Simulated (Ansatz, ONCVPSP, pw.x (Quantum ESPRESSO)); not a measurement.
# What a changed setting does to a pw.x run (diamond Ta)

Potential: optimised norm-conserving Vanderbilt (ONCV), ONCVPSP 4.0.1, PBE; core [Kr] 4d10 4f14, reference 5s2 5p6 5d3 6s2; waves: 5s+6s: rc 1.65 bohr, ncon 4, nbas 8, qcut 6.5 1/bohr, 2 projectors; 5p: rc 2.05 bohr, ncon 3, nbas 7, qcut 8.2 1/bohr, 2 projectors, debl 2.3 Ha; 5d: rc 1.65 bohr, ncon 4, nbas 8, qcut 8.5 1/bohr, local; local part: the d channel; core correction: Teter function, fcfact 3.25, rcfact 1.45.

The reference run (k-mesh 8³, cutoffs 50/200 Ry, Fermi–Dirac 0.01 Ry, mixing_beta 0.4, conv_thr 1e-9, no spin) gives -0.95 GPa at 28.487 Å³/atom, where all-electron LAPW gives -0.00 GPa. This run, with its own iteration cap, changes diagonalization to cg.

```
&control
  calculation='scf', prefix='x', pseudo_dir='./', outdir='./tmp', tstress=.true., disk_io='none'
/
&system
  ibrav=0, nat=2, ntyp=1, ecutwfc=50, ecutrho=200, nbnd=22,
  occupations='smearing', smearing='fd', degauss=0.01
/
&electrons
  conv_thr=1e-09, mixing_beta=0.4, electron_maxstep=50, diagonalization='cg'
/
ATOMIC_SPECIES
Ta 1.0 Ta.UPF
CELL_PARAMETERS angstrom
  0.00000000 3.05409287 3.05409287
  3.05409287 0.00000000 3.05409287
  3.05409287 3.05409287 0.00000000
ATOMIC_POSITIONS crystal
Ta 0.0000 0.0000 0.0000
Ta 0.2500 0.2500 0.2500
K_POINTS automatic
8 8 8 0 0 0
```

```bash
pw.x < Ta.scf.in > Ta.scf.out
```

How does the run end?

It converges in 9 iterations; the free energy moves by +0.0 meV/atom and the pressure by -0.01 GPa. The result is that of the reference run.

```
Message from routine setup:
     using ibrav=0 with symmetry is DISCOURAGED, use correct ibrav instead
     lattice parameter (alat)  =       8.1620  a.u.
     unit-cell volume          =     384.4796 (a.u.)^3
     number of electrons       =        26.00
     number of Kohn-Sham states=           22
     kinetic-energy cutoff     =      50.0000  Ry
     charge density cutoff     =     200.0000  Ry
     scf convergence threshold =      1.0E-09
     Exchange-correlation= PBE
     number of k points=    29  Fermi-Dirac smearing, width (Ry)=  0.0100
     iteration #  1     ecut=    50.00 Ry     beta= 0.40
     total energy              =    -252.86920695 Ry
     estimated scf accuracy    <       0.03537480 Ry
     iteration #  2     ecut=    50.00 Ry     beta= 0.40
     total energy              =    -252.86947102 Ry
     estimated scf accuracy    <       0.00797867 Ry
     iteration #  3     ecut=    50.00 Ry     beta= 0.40
     total energy              =    -252.86980984 Ry
     estimated scf accuracy    <       0.00052660 Ry
     [... 3 iterations left out ...]
     iteration #  7     ecut=    50.00 Ry     beta= 0.40
     total energy              =    -252.86988817 Ry
     estimated scf accuracy    <       0.00000014 Ry
     iteration #  8     ecut=    50.00 Ry     beta= 0.40
     total energy              =    -252.86988821 Ry
     estimated scf accuracy    <          4.0E-09 Ry
     iteration #  9     ecut=    50.00 Ry     beta= 0.40
     the Fermi energy is    10.1742 ev
!    total energy              =    -252.86988821 Ry
     estimated scf accuracy    <          6.3E-10 Ry
     smearing contrib. (-TS)   =      -0.01782060 Ry
     The total energy is F=E-TS. E is the sum of the following terms:
     one-electron contribution =     -97.37012133 Ry
     hartree contribution      =      52.97467335 Ry
     xc contribution           =     -50.71863332 Ry
     ewald contribution        =    -157.73798631 Ry
     convergence has been achieved in   9 iterations
          total   stress  (Ry/bohr**3)                   (kbar)     P=       -9.57
     Message from routine punch:
     Nothing written, as per user request (disk_io='none')
```

The run took about 32 s on one core of a shared server CPU.
